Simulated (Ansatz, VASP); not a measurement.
**Two plane-wave programs on InAs**

Contents of INCAR:

```
  ALGO = Normal
  EDIFF = 1E-6
  EDIFFG = -0.005
  ENCUT = 600
  IBRION = 2
  ISIF = 3
  ISMEAR = 0
  LASPH = True
  LCHARG = False
  LREAL = False
  LWAVE = False
  NELM = 100
  NSW = 70
  PREC = Accurate
  SIGMA = 0.1
```

The input KPOINTS:

```
k-points
0
Gamma
  12 12 12
```

File POSCAR:

```
InAs
1.0
    0.0000000000      3.0931634762      3.0931634762
    3.0931634762      0.0000000000      3.0931634762
    3.0931634762      3.0931634762      0.0000000000
In As
1 1
Direct
    0.0000000000      0.0000000000      0.0000000000
    0.2500000000      0.2500000000      0.2500000000
```

Input for Ansatz:

```yaml
crystal:
  lattice:
    - [0.0, 3.0931634762, 3.0931634762]
    - [3.0931634762, 0.0, 3.0931634762]
    - [3.0931634762, 3.0931634762, 0.0]
  atoms:
    - { symbol: In, position: [0.0, 0.0, 0.0] }
    - { symbol: As, position: [0.25, 0.25, 0.25] }
basis:
  ecutwfc: 420
kpoints:
  mp_grid: { grid: [12, 12, 12] }
hamiltonian:
  xc: lda
scf:
  occupations: { method: gaussian, width: 0.1 }
output:
  forces: true
  stress: true
  eigenvalues: true
relax:
  adjacent_minimum: "off"
  f_tol: 0.005
  max_steps: 50
  cell: { stress_tol: 0.05 }
```

Alike in both runs: task relaxation of cell and atoms; functional LDA; k mesh 12 × 12 × 12; occupations gaussian, width 0.1 eV; no spin polarisation.

|  | VASP | Ansatz |
| --- | --- | --- |
| version | VASP 6.6.1 | Ansatz 0.2.0 |
| potentials or method | VASP PAW LDA potentials, release 64 (In_d, As) | scalar-relativistic, plane waves, PAW |
| plane-wave cutoff (eV) | 600 | 420 |
| valence electrons in the cell | 18 | 28 |

Ansatz gave:

```
gap on the k mesh at the Fermi level, each at its own relaxed structure (eV) : none
relaxed volume (Å³/atom)                                                     : 27.36
relaxed cell length with the largest relative difference (Å)                 : 4.261
energy change over the relaxation (meV/atom)                                 : -30
```

Question: Which values does VASP return?

Answer: gap on the k mesh at the Fermi level, each at its own relaxed structure (eV): none; relaxed volume (Å³/atom): 27.44; relaxed cell length with the largest relative difference (Å): 4.265; energy change over the relaxation (meV/atom): -28.

A gap of «none» marks a metal or a gap that the smearing closes. The two sets of potentials don't hold the same shells in valence.

LDA usually gives volumes a few per cent too small. Zero-point motion and thermal expansion aren't in these numbers.
